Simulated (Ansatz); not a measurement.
CaSe (Fm-3m) from a database structure (r2SCAN geometry), in Ansatz:

```yaml
crystal:
  lattice:
    - [0.00000, 2.96753, 2.96753]
    - [2.96753, 0.00000, 2.96753]
    - [2.96753, 2.96753, 0.00000]
  atoms:
    - { symbol: Ca, position: [0.00000, 0.00000, 0.00000] }
    - { symbol: Se, position: [0.50000, 0.50000, 0.50000] }
```

G0W0@PBE with 387 empty bands, a screening cutoff of 220 eV and a 6×6×6 mesh (PAW, contour deformation) gives 3.795 eV over the mesh points, from a PBE gap of 2.056 eV; it sums over 400 bands with 387 plane waves in the screening and a wave cutoff of 420 eV. G0W0 here is at a finite number of bands, screening cutoff and k mesh, not at the basis limit. Calculated for a static, non-magnetic cell.

Task: Estimate the gap with starting point HSE06.

Result: 4.141 eV (+0.346 eV), from a Kohn-Sham gap of 2.999 eV.

Task: Estimate the gap with starting point r2SCAN.

Result: 4.007 eV (+0.212 eV), from a Kohn-Sham gap of 2.517 eV.

Spin-orbit coupling is left out.
